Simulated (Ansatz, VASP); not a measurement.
One calculation of SiO2, two programs

```
CELL_PARAMETERS angstrom
4.05540 0.00000 0.00000
0.00000 4.05540 0.00000
0.00000 0.00000 2.40580
ATOMIC_POSITIONS crystal
Si 0.50000 0.50000 0.50000
Si 0.00000 0.00000 0.00000
O 0.69443 0.69443 0.00000
O 0.19443 0.80557 0.50000
O 0.30557 0.30557 0.00000
O 0.80557 0.19443 0.50000
```

Alike in both runs: task single point; functional LDA; k mesh 6 × 6 × 8; occupations gaussian, width 0.05 eV; no spin polarisation.

|  | VASP | Ansatz |
| --- | --- | --- |
| version | VASP 6.6.1 | Ansatz 0.2.0 |
| potentials or method | VASP PAW LDA potentials, release 64 (Si, O) | scalar-relativistic, plane waves, PAW |
| plane-wave cutoff (eV) | 520 | 520 |
| valence electrons in the cell | 32 | 32 |

|  | VASP | Ansatz | Ansatz less VASP |
| --- | --- | --- | --- |
| gap on the k mesh at the Fermi level (eV) | 8.32 | 8.37 | +0.051 |
| least direct gap on the mesh (eV) | 8.32 | 8.37 | +0.051 |
| rms of the force components (eV/Å) | 0.635 | 0.593 | -0.0425 |

Atom by atom the forces differ by 0.042 eV/Å (rms over components). Ansatz warned: «pseudo_functional_mismatch».

Caveats: forces of over 1 eV/Å show positions far from the minimum, so gaps and moduli don't describe the material at rest. A k mesh can miss the band edges.
